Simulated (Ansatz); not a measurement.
**A strain series on BaS (zincblende): isotropic on every length**

BaS built on the zincblende prototype, relaxed with r2SCAN in Ansatz 0.2.0, then strained (isotropic on every length; changes of length per length, axes as in the cell below) with the atoms relaxed again within the symmetry that is left. It is cubic, F-43m (No. 216); a = 7.039 Å in the conventional setting, 43.59 Å³ an atom. Ba has 4 S at 3.05 Å; S has 4 Ba at 3.05 Å. Simulation only: spin-unpolarised, and no claim that this is the phase found in nature.

```xyz
2
Lattice="0.0000 3.5194 3.5194 3.5194 0.0000 3.5194 3.5194 3.5194 0.0000" Properties=species:S:1:pos:R:3 pbc="T T T"
Ba    0.0000    0.0000    0.0000
S     1.7597    1.7597    1.7597
```

Gaps are the least over each mesh (PBE 6×6×6, r2SCAN 6×6×6, HSE06 4×4×4 when unstrained) and the special points, which keep their unstrained names; stress is the change from the unstrained cell, compression positive.

```
strain (%)  gap, PBE (eV)  gap, r2SCAN (eV)  gap, HSE06 (eV)  edges, HSE06  mean stress, r2SCAN (GPa)  energy rise, r2SCAN (meV/atom)
      -1.0          2.789             3.110            3.689         W → Γ                      +0.93                             3.6
       0.0          2.747             3.068            3.641         W → Γ                       0.00                             0.0
     +2.56          2.631             2.954            3.511         W → Γ                      -1.88                            21.7
```

**Question.** Estimate the row for a strain of -0.84 %.

**Answer.**
```
strain (%)  gap, PBE (eV)  gap, r2SCAN (eV)  gap, HSE06 (eV)  edges, HSE06  mean stress, r2SCAN (GPa)  energy rise, r2SCAN (meV/atom)
     -0.84          2.783             3.103            3.682         W → Γ                      +0.77                             2.5
```

Between zero and the nearest strains the slope of the HSE06 gap against strain is -0.048 eV per percent for negative and -0.051 for positive strain.

The runs are scalar-relativistic, without spin-orbit coupling.

The meshes of the hybrids are coarse, so their gaps aren't converged to the digits shown.
